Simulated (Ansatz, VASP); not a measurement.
# Two plane-wave programs on Ag

Contents of INCAR:

```
PREC     = Accurate       # precision mode
ENCUT    = 520            # plane-wave cutoff, eV
EDIFF    = 1E-6           # SCF threshold, eV
ISMEAR   = 0              # smearing method
SIGMA    = 0.15           # smearing width, eV
LREAL    = F              # projectors in reciprocal space
LASPH    = T              # aspherical terms in the spheres
NELM     = 100            # most SCF steps
ALGO     = Fast           # electronic algorithm
ISIF     = 2              # what is computed and relaxed
LWAVE    = F              # write WAVECAR
LCHARG   = F              # write CHGCAR
GGA      = PS             # functional
NBANDS   = 12             # bands
```

Contents of KPOINTS:

```
regular mesh
0
Gamma
  20 20 20
```

The input POSCAR:

```
Ag
1.0
   -1.6970453500      1.6970453500      1.6556540000
    1.6970453500     -1.6970453500      1.6556540000
    1.6970453500      1.6970453500     -1.6556540000
Ag
1
Direct
    0.0000000000      0.0000000000      0.0000000000
```

Input for Ansatz:

```yaml
crystal:
  lattice:
    - [-1.69704535, 1.69704535, 1.655654]
    - [1.69704535, -1.69704535, 1.655654]
    - [1.69704535, 1.69704535, -1.655654]
  atoms:
    - { symbol: Ag, position: [0.0, 0.0, 0.0] }
basis:
  ecutwfc: 420
kpoints:
  mp_grid: { grid: [20, 20, 20] }
hamiltonian:
  xc: pbesol
scf:
  occupations: { method: gaussian, width: 0.15 }
output:
  forces: true
  stress: true
  eigenvalues: true
```

Change from the starting cell: strain +0.0250 x Voigt [1, 1, 0, 0, 0, 0], atoms carried along.

Alike in both runs: task single point; functional PBEsol; k mesh 20 × 20 × 20; occupations gaussian, width 0.15 eV; no spin polarisation.

|  | VASP | Ansatz |
| --- | --- | --- |
| version | VASP 6.6.1 | Ansatz 0.2.0 |
| potentials or method | VASP PAW PBE potentials, release 64 (Ag) | scalar-relativistic, plane waves, PAW |
| plane-wave cutoff (eV) | 520 | 420 |
| valence electrons in the cell | 11 | 19 |

```csv
,VASP,Ansatz,Ansatz less VASP
gap on the k mesh at the Fermi level (eV),none,none,-
pressure (GPa),-10.2,-10.2,+0.03
largest component of the traceless stress (GPa),0.32,0.33,+0.006
```

A gap of «none» marks a metal or a gap that the smearing closes. The two sets of potentials don't hold the same shells in valence.

Caveats: the PAW data sets were made with another functional, which shifts forces and pressure a little (VASP).
